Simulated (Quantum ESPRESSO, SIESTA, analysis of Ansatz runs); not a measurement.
# Levels of V_I in NaI (Fm-3m), rung by rung (SIESTA), part 2 of 5

We place the charge-transition levels of V_I in NaI (Fm-3m) with atom-centred orbitals, then repeat the energies at other levels of method to see what holds. Model: a cell of 54 host atoms with 1 I taken out.

SIESTA 5.4.2; SIESTA numerical-orbital DFT, PBEsol, DZP basis, PseudoDojo 0.4.1 potentials converted to PSML; charged supercells in a uniform background, point-charge correction with alignment at far sites.

So far. Step 2 (Band edges): The gap at this level is 3.69 eV.

## (3) Relaxing each charge state

Level of this step: SIESTA numerical-orbital DFT, PBEsol, DZP basis, PseudoDojo 0.4.1 potentials converted to PSML; relaxation of all atoms of a defect supercell (SIESTA).

Each state starts from the atoms near the defect displaced at random, so that no symmetry of the ideal site is imposed. An odd electron count needs spin polarisation, and the total moment is held fixed to keep the state apart from its neighbours in spin. Basis functions without a nucleus stand at the vacant site, for electrons that may collect there. Charge 0 is shown in full.

Contents of defect.fdf:

```
SystemName                      Na27I26
SystemLabel                     defect
NumberOfSpecies                 3
NumberOfAtoms                   54
%block ChemicalSpeciesLabel
  1   11 Na
  2   53 I
  3  -53 I_ghost
%endblock ChemicalSpeciesLabel
LatticeConstant                 1.0 Ang
%block LatticeVectors
     0.000000000     9.655971000     9.655971000
     9.655971000     0.000000000     9.655971000
     9.655971000     9.655971000     0.000000000
%endblock LatticeVectors
AtomicCoordinatesFormat         Fractional
%block AtomicCoordinatesAndAtomicSpecies
     0.000000000     0.000000000     0.000000000  1
     0.166666667     0.166666667     0.166666667  2
     0.000000000     0.000000000     0.333333333  1
     0.166666667     0.166666667     0.500000000  2
     0.000000000     0.000000000     0.666666667  1
     0.166666667     0.166666667     0.833333333  2
     0.000000000     0.333333333     0.000000000  1
     0.166666667     0.500000000     0.166666667  2
     0.000000000     0.333333333     0.333333333  1
     0.166666667     0.500000000     0.500000000  2
     0.000000000     0.333333333     0.666666667  1
     0.166666667     0.500000000     0.833333333  2
     0.000000000     0.666666667     0.000000000  1
     0.166666667     0.833333333     0.166666667  2
     0.000000000     0.666666667     0.333333333  1
     0.166666667     0.833333333     0.500000000  2
     0.000000000     0.666666667     0.666666667  1
     0.166666667     0.833333333     0.833333333  2
     0.333333333     0.000000000     0.000000000  1
     0.500000000     0.166666667     0.166666667  2
     0.333333333     0.000000000     0.333333333  1
     0.500000000     0.166666667     0.500000000  2
     0.333333333     0.000000000     0.666666667  1
     0.500000000     0.166666667     0.833333333  2
     0.333333333     0.333333333     0.000000000  1
     0.500000000     0.500000000     0.166666667  2
     0.333333333     0.333333333     0.333333333  1
     0.334523953     0.335749865     0.662308664  1
     0.500000000     0.500000000     0.833333333  2
     0.333333333     0.666666667     0.000000000  1
     0.500000000     0.833333333     0.166666667  2
     0.332567917     0.667746437     0.336712538  1
     0.500000000     0.833333333     0.500000000  2
     0.331129807     0.667281776     0.664273577  1
     0.500000000     0.833333333     0.833333333  2
     0.666666667     0.000000000     0.000000000  1
     0.833333333     0.166666667     0.166666667  2
     0.666666667     0.000000000     0.333333333  1
     0.833333333     0.166666667     0.500000000  2
     0.666666667     0.000000000     0.666666667  1
     0.833333333     0.166666667     0.833333333  2
     0.666666667     0.333333333     0.000000000  1
     0.833333333     0.500000000     0.166666667  2
     0.669594057     0.331715651     0.335395922  1
     0.833333333     0.500000000     0.500000000  2
     0.667383263     0.329523664     0.666342037  1
     0.833333333     0.500000000     0.833333333  2
     0.666666667     0.666666667     0.000000000  1
     0.833333333     0.833333333     0.166666667  2
     0.662275314     0.668539671     0.333940584  1
     0.833333333     0.833333333     0.500000000  2
     0.666666667     0.666666667     0.666666667  1
     0.833333333     0.833333333     0.833333333  2
     0.500000000     0.500000000     0.500000000  3
%endblock AtomicCoordinatesAndAtomicSpecies
%block kgrid.MonkhorstPack
    1   0   0  0.25
    0   1   0  0.25
    0   0   1  0.25
%endblock kgrid.MonkhorstPack
XC.Functional                   GGA
XC.Authors                      PBEsol
PAO.BasisSize                   DZP
PAO.EnergyShift                 0.005 Ry
Mesh.Cutoff                     300 Ry
Spin                            polarized
%block DM.InitSpin
    28   0.200
    34   0.200
    44   0.200
    46   0.200
    50   0.200
%endblock DM.InitSpin
Spin.Fix                        true
Spin.Total                      1.0
OccupationFunction              FD
ElectronicTemperature           0.01 eV
MaxSCFIterations                150
SCF.MustConverge                true
SCF.Mixer.Method                Pulay
SCF.Mixer.Weight                0.1
SCF.Mixer.History               10
SCF.DM.Tolerance                3.0e-4
SCF.H.Tolerance                 3.0e-3 eV
WriteForces                     true
Charge.Mulliken                 end
SaveRho                         true
SaveElectrostaticPotential      true
Charge.Hirshfeld                end
Charge.Voronoi                  end
MD.TypeOfRun                    Broyden
MD.Steps                        90
MD.MaxForceTol                  0.04 eV/Ang
MD.MaxDispl                     0.15 Ang
WriteCoorStep                   true
AtomCoorFormatOut               Fractional
%block Geometry.Constraints
  atom [54]
%endblock Geometry.Constraints
```

Started as:

```bash
> OMP_NUM_THREADS=1 siesta defect.fdf > defect.out
```

Log:

```text
Version         : 5.4.2

                           ***********************
                           *  WELCOME TO SIESTA  *
                           ***********************

[...]
reinit: Reading from file defect.fdf

reinit: -----------------------------------------------------------------------
reinit: System Name: Na27I26
reinit: -----------------------------------------------------------------------
reinit: System Label: defect
reinit: -----------------------------------------------------------------------

[...]
initatom: Reading input for the pseudopotentials and atomic orbitals ----------
Species number:   1 Atomic number:   11 Label: Na
Species number:   2 Atomic number:   53 Label: I
Species number:   3 Atomic number:  -53 Label: I_ghost (floating PAOs)

[... pseudopotential checks and orbital generation ...]

prinput: Basis input

PAO.BasisType split

%block ChemicalSpeciesLabel
    1   11 Na                      # Species index, atomic number, species label
    2   53 I                       # Species index, atomic number, species label
    3  -53 I_ghost                 # Species index, atomic number, species label
%endblock ChemicalSpeciesLabel

%block PAO.Basis                 # Define Basis set
# WARNING: This information might be incomplete!
Na                    4                    # Species label, number of l-shells
 n=2   0   1                         # n, l, Nzeta
   2.788
   1.000
 n=3   0   2                         # n, l, Nzeta
   9.697      7.095
   1.000      1.000
 n=2   1   1                         # n, l, Nzeta
   3.254
   1.000
 n=3   1   1                         # n, l, Nzeta
   9.697
   1.000
I                     2                    # Species label, number of l-shells
 n=5   0   2                         # n, l, Nzeta
   5.078      3.466
   1.000      1.000
 n=5   1   2 P   1                   # n, l, Nzeta, Polarization, NzetaPol
   6.432      4.444
   1.000      1.000
I_ghost               2                    # Species label, number of l-shells
 n=5   0   2                         # n, l, Nzeta
   5.078      3.466
   1.000      1.000
 n=5   1   2 P   1                   # n, l, Nzeta, Polarization, NzetaPol
   6.432      4.444
   1.000      1.000
%endblock PAO.Basis

prinput: ----------------------------------------------------------------------

coor:   Atomic-coordinates input format  =     Fractional

[...]
siesta: System type = bulk

initatomlists: Number of atoms, orbitals, and projectors:     54   594   684

[... echo of the settings ...]

siesta: k-grid: Number of k-points = 1
siesta: k-points from Monkhorst-Pack grid
siesta: k-cutoff (effective) =     6.828 Ang
siesta: k-point supercell and displacements
siesta: k-grid:     1     0     0      0.250
siesta: k-grid:     0     1     0      0.250
siesta: k-grid:     0     0     1      0.250

diag: Algorithm                                     = D&C
diag: Absolute tolerance                            =  0.100E-15
diag: Orthogonalization factor                      =  0.100E-05

superc: Internal auxiliary supercell:     3 x     3 x     3  =      27
superc: Number of atoms, orbitals, and projectors:   1458  16038  18468

siesta: Constraint (1): pos
  [ 54 ]

                     ====================================
                        Begin Broyden opt. move =      0
                     ====================================

[...]
superc: Internal auxiliary supercell:     3 x     3 x     3  =      27
superc: Number of atoms, orbitals, and projectors:   1458  16038  18468

outcell: Unit cell vectors (Ang):
        0.000000    9.655971    9.655971
        9.655971    0.000000    9.655971
        9.655971    9.655971    0.000000

outcell: Cell vector modules (Ang)   :   13.655605   13.655605   13.655605
outcell: Cell angles (23,13,12) (deg):     60.0000     60.0000     60.0000
outcell: Cell volume (Ang**3)        :   1800.6025
[...]
Initializing Density Matrix...

[...]
DM filled with atomic data (user-defined):

InitMesh: MESH = 120 x 120 x 120 = 1728000
InitMesh: Mesh cutoff (required, used) =   300.000   320.136 Ry

[...]
iscf     Eharris(eV)        E_KS(eV)     FreeEng(eV)     dDmax     Ef_up Ef_dn(eV) dHmax(eV)
   scf:    1   -42764.984398   -42739.349010   -42739.349010  0.309574 -2.329404 -3.148625  2.630432
[...]
scf:    2   -42739.764340   -42739.560260   -42739.560260  0.004071 -2.453255 -3.231938  2.229828
[...]
scf:    3   -42740.425811   -42740.076158   -42740.076158  0.021662 -2.629830 -4.072396  0.967309
[...]
scf:    4   -42740.128586   -42740.108674   -42740.108674  0.005272 -2.432007 -3.069574  0.359452
[...]
scf:    5   -42740.112337   -42740.113041   -42740.113041  0.003424 -2.397014 -2.994708  0.131608
[...]
scf:    6   -42740.117653   -42740.116749   -42740.116749  0.001229 -2.440439 -3.018271  0.060250
[...]
scf:    7   -42740.116864   -42740.116816   -42740.116816  0.000340 -2.443637 -3.012844  0.030987
[...]
scf:    8   -42740.116842   -42740.116843   -42740.116843  0.000269 -2.430914 -3.002382  0.024779
[...]
scf:    9   -42740.116891   -42740.116868   -42740.116868  0.000233 -2.438570 -3.000527  0.003484
[...]
scf:   10   -42740.116868   -42740.116868   -42740.116868  0.000015 -2.438443 -3.000304  0.002588
[...]
Number of DMs in history: 1
 DM extrapolation coefficients:
1   1.00000
New DM after history re-use:

[...]
iscf     Eharris(eV)        E_KS(eV)     FreeEng(eV)     dDmax     Ef_up Ef_dn(eV) dHmax(eV)
   scf:    1   -42740.183451   -42740.133119   -42740.133119  0.002902 -2.442426 -3.000182  0.032678
[...]
scf:    2   -42740.126497   -42740.131373   -42740.131373  0.000899 -2.454364 -3.013644  0.083807
[...]
scf:    3   -42740.134147   -42740.133544   -42740.133544  0.000633 -2.445325 -3.003424  0.005832
[...]
scf:    4   -42740.133553   -42740.133550   -42740.133550  0.000074 -2.445078 -3.003171  0.001459
     spin moment: {S} , |S| = {        0.0        0.0    1.00000 }     1.00000

SCF Convergence by DM+H criterion
[...]
SCF cycle converged after 4 iterations

[...]
siesta: E_KS(eV) =           -42740.1335

siesta: Atomic forces (eV/Ang):
     1    0.000971   -0.000396    0.000205
     2    0.000927   -0.003602    0.004962
     3    0.014051    0.012413   -0.000098
     4    0.004183    0.000355    0.005814
     5   -0.012560   -0.013525    0.000385
     6    0.000004   -0.001903    0.006685
     7    0.008371    0.005334    0.004327
     8   -0.001356    0.000928    0.004678
     9   -0.005018    0.000564   -0.018972
    10   -0.001780    0.003984    0.001774
[...]
50   -0.019679    0.028115    0.017290
    51   -0.002958   -0.002138   -0.006752
    52    0.001413   -0.009721    0.011268
    53    0.001883    0.002741   -0.005161
    54   -0.000018   -0.000002   -0.000013
   Tot    0.010033    0.027444    0.042464
   Max    0.039939
   Res    0.010032    sqrt( Sum f_i^2 / 3N )
   Max    0.039939    constrained

Stress tensor Voigt[x,y,z,yz,xz,xy] (kbar):       -0.34       -0.33       -0.30        0.57        0.57        0.58
[...]
outcoor: Relaxed atomic coordinates (fractional):
    0.00004545   -0.00003017    0.00000319   1       1  Na
    0.16663941    0.16660727    0.16680782   2       2  I
    0.00003082   -0.00002040    0.33297847   1       3  Na
    0.16669825    0.16664563    0.49994211   2       4  I
    0.00002090   -0.00003061    0.66701430   1       5  Na
    0.16702441    0.16705756    0.83290027   2       6  I
    0.00000510    0.33323699   -0.00003799   1       7  Na
    0.16666651    0.49990915    0.16675482   2       8  I
    0.00016984    0.33347201    0.33321434   1       9  Na
    0.16687582    0.50034571    0.49973162   2      10  I
   -0.00008063    0.33322078    0.66682923   1      11  Na
    0.16717532    0.49982303    0.83263068   2      12  I
    0.00000573    0.66676652    0.00002960   1      13  Na
    0.16690054    0.83308985    0.16706449   2      14  I
   -0.00006975    0.66680656    0.33313840   1      15  Na
    0.16630915    0.83370003    0.49997736   2      16  I
   -0.00027632    0.66662451    0.66686053   1      17  Na
    0.16683690    0.83317463    0.83301072   2      18  I
    0.33313415    0.00003883   -0.00006184   1      19  Na
    0.49993569    0.16659325    0.16677192   2      20  I
[...]
0.66674560    0.33390836    0.33451510   1      44  Na
    0.83229983    0.49998268    0.49995466   2      45  I
    0.66597389    0.33297447    0.66602256   1      46  Na
    0.83337525    0.50007483    0.83324479   2      47  I
    0.66667177    0.66658554   -0.00008366   1      48  Na
    0.83297039    0.83313186    0.16693386   2      49  I
    0.66411224    0.66621147    0.33462382   1      50  Na
    0.83332641    0.83336985    0.50005781   2      51  I
    0.66668317    0.66656099    0.66677194   1      52  Na
    0.83334037    0.83339729    0.83321477   2      53  I
    0.50000000    0.50000000    0.50000000   3      54  I_ghost

[...]
siesta: Final energy (eV):
siesta:  Band Struct. =   -9786.918797
siesta:       Kinetic =   22600.851700
siesta:       Hartree =   15748.061300
[...]
siesta:         Exch. =   -7170.812148
siesta:         Corr. =    -598.368736
[...]
siesta:   Exch.-corr. =   -7769.180884
siesta:  Ion-electron =  -55137.114359
siesta:       Ion-ion =  -18182.751307
[...]
siesta:         Total =  -42740.133550
siesta:      Fermi_up =      -2.445078
siesta:      Fermi_dn =      -3.003171

siesta: Stress tensor (static) (eV/Ang**3):
siesta:    -0.000210    0.000363    0.000355
siesta:     0.000363   -0.000209    0.000357
siesta:     0.000355    0.000357   -0.000185

siesta: Cell volume =       1800.602521 Ang**3

siesta: Pressure (static):
siesta:                Solid            Molecule  Units
siesta:           0.00000219          0.00000320  Ry/Bohr**3
siesta:           0.00020133          0.00029408  eV/Ang**3
siesta:           0.32255920          0.47116987  kBar

[...]
mulliken: Qtot =      213.000

[...]
mulliken: Qtot =      212.000

Mulliken Atomic Populations:
Atom #   charge [q] valence [e]      Sz [e]  Species
     1    -0.046410    9.046410    0.001974  Na
     2     0.048585    6.951415   -0.000645  I
     3    -0.056230    9.056230    0.014518  Na
     4     0.048260    6.951740   -0.000170  I
     5    -0.056048    9.056048    0.014493  Na
     6     0.049780    6.950220    0.000032  I
     7    -0.054159    9.054159    0.014887  Na
     8     0.047228    6.952772   -0.000165  I
     9    -0.041793    9.041793   -0.008989  Na
    10     0.048946    6.951054    0.003962  I
    11    -0.050864    9.050864    0.011489  Na
    12     0.053690    6.946310    0.000628  I
    13    -0.054108    9.054108    0.014881  Na
    14     0.049369    6.950631    0.000032  I
    15    -0.051464    9.051464    0.011432  Na
    16     0.053150    6.946850    0.000647  I
    17    -0.041351    9.041351   -0.009163  Na
    18     0.048851    6.951149    0.000034  I
    19    -0.055526    9.055526    0.014735  Na
    20     0.047518    6.952482   -0.000169  I
[...]
44    -0.047490    9.047490    0.142939  Na
    45     0.050690    6.949310    0.003918  I
    46    -0.046774    9.046774    0.141488  Na
    47     0.047242    6.952758   -0.000173  I
    48    -0.040976    9.040976   -0.009089  Na
    49     0.049162    6.950838    0.000033  I
    50    -0.049115    9.049115    0.145238  Na
    51     0.048232    6.951768   -0.000175  I
    52    -0.045342    9.045342   -0.007113  Na
    53     0.048589    6.951411   -0.000645  I
    54     7.014887   -0.014887    0.016605  I_ghost
 Total     7.000000                1.000000

[...]
Job completed
```

Run time: 21 min. Hardware: 1 MPI rank of Intel Xeon Platinum 8259CL at 2.50GHz (Skylake/Cascade Lake), shared host; peak memory 1.1 GiB.

The steps and moves of this run count from the displaced start.

The steps of the relaxation:

```
step  energy less that of the first step (eV)  largest force (eV/Å)
   0                                   0.0000                0.1090
   1                                  -0.0015                0.1081
   2                                  -0.0107                0.0982
   3                                  -0.0166                0.0526
```

The atoms that moved most (Å):

| atom | dx | dy | dz | length |
| --- | --- | --- | --- | --- |
| Na46 | 0.030 | -0.017 | 0.020 | 0.040 |
| Na44 | 0.013 | -0.036 | -0.006 | 0.039 |
| Na34 | -0.007 | 0.032 | 0.008 | 0.034 |
| Na32 | -0.031 | 0.004 | -0.002 | 0.031 |
| Na50 | -0.016 | 0.024 | -0.005 | 0.029 |
| Na28 | 0.012 | 0.019 | 0.001 | 0.023 |
| I26 | 0.012 | 0.013 | 0.000 | 0.018 |
| I29 | -0.012 | -0.012 | 0.000 | 0.017 |

Neighbours of the ideal centre at the end:

```csv
atom,distance (Å)
Na28,3.182
Na32,3.189
Na50,3.190
Na34,3.194
Na44,3.202
Na46,3.206
I26,4.534
I29,4.535
I45,4.537
I43,4.543
I12,4.544
I24,4.544
I22,4.546
I33,4.546
I10,4.548
I31,4.549
```

Energies on the run's own zero. States near gap, by row:

```csv
spin,k,band,energy (eV),filled by count
up,0,209,-6.44,1
up,0,210,-6.44,1
up,0,211,-6.314,1
up,0,212,-6.314,1
up,0,213,-3.349,1
up,0,214,-2.116,0
up,0,215,-1.563,0
up,0,216,-1.357,0
up,0,217,-1.349,0
down,0,208,-6.501,1
down,0,209,-6.438,1
down,0,210,-6.438,1
down,0,211,-6.312,1
down,0,212,-6.312,1
down,0,213,-2.748,0
down,0,214,-1.942,0
down,0,215,-1.439,0
down,0,216,-1.268,0
```

Spin density in the ac plane at fractional y = 0.500, through the centre, with atoms of I within 0.45 Å of it.

Ten even steps from '0' (-0.05 × 1e-2 e/Å³) to '9' (1.81 × 1e-2 e/Å³), each cell a mean:
```
111000000000000000000000000000000000001
000000000000000000010000000000000000000
000000000000000000000000000000000000000
000000000000000001000000000000000000000
000000000000000000100000000000000000000
000000000000001000001100000000000000000
000000000000112211100000000000000000000
000000000011233443321100000000000000000
000000000112345666554321100000000000000
000000000012356788876543210000000000000
000000110001356789998865321000100000000
000000001001235789999987532100100001000
000000000100124578999998653100010000000
000000000000012356789988754210000000000
000000000000001234567777654321000000000
000000000000000012234555543211000000000
000000000000000000011233322110000000000
000000000000000000000011111000000000000
000000000000000000111000000000000000000
000000000000000000000100000000000000000
000000000000000000000000000000000000000
000000000000000000000000000000000000000
000000000000000000000000000000000000011
110000000000000000000000000000000000011
```
Columns run along a (13.7 Å), rows up along c (13.7 Å). Atoms in or near the plane, at fractional coordinates: I at (0.17, 0.17), I at (0.17, 0.50), I at (0.17, 0.83), I at (0.50, 0.17), I at (0.50, 0.83), I at (0.83, 0.17), I at (0.83, 0.50), I at (0.83, 0.83).

Valence density in the ac plane at fractional y = 0.500, through the centre, with atoms of I within 0.45 Å of it. It is the smooth field of the valence electrons, not physical close to the nuclei.

Ten even steps from '0' (0.01 e/Å³) to '9' (0.67 e/Å³), each cell a mean:
```
001111000000000111100000000011110000000
012465421000001246542100000124664210000
014798885200001489888520000148988862000
013794148731001379414873100137941487310
001378537962000137843795200013785379620
000025789852100002589985210000257898521
000001234321000000123442100000012343210
000000000000000000000000000000000000000
001111000000000000000000000011110000000
012466421000000000000000000124664210000
014898886210000000000000000148988852000
013794148731000000000000000137941487310
001378537962000000000000000013785379520
000025799852100000000000000000257998521
000001234321000000000000000000012343210
000000000000000000000000000000000000000
001111000000000111100000000011110000000
012466421000001246643100000124664210000
014898886200001489888621000148988862000
013794148731001279413873100137941487310
001378537952000137853796200013785379520
000025789852100002578985210000257898521
000001234321000000113332100000012333210
000000000000000000000000000000000000000
```
Columns run along a (13.7 Å), rows up along c (13.7 Å). Atoms in or near the plane, at fractional coordinates: I at (0.17, 0.17), I at (0.17, 0.50), I at (0.17, 0.83), I at (0.50, 0.17), I at (0.50, 0.83), I at (0.83, 0.17), I at (0.83, 0.50), I at (0.83, 0.83).

[end of part 2 of 5]

[Logs are printed without paths, hosts, clocks, repeated set-up lines and the standing remarks that a program may print on its own settings, such as how far it seeks lower states.]

[Hosts, paths, dates, database ids (printed as entryN), source tags and the programs' standing remarks are cut or masked in the printed files.]

[For some hosts the program warned that the k-mesh of the response run may be too coarse for force constants and the static dielectric constant; such warnings are not shown here.]

[Charge tables in the logs are Mulliken or Hirshfeld populations, whose sizes and signs can differ; where basis functions stand at a vacancy, SIESTA counts their charge against the missing atom's valence.]

[In relaxation paths of CP2K, step 0 can be the structure after the first move, since the trajectory file begins there, and the last row can be the final structure solved once more.]
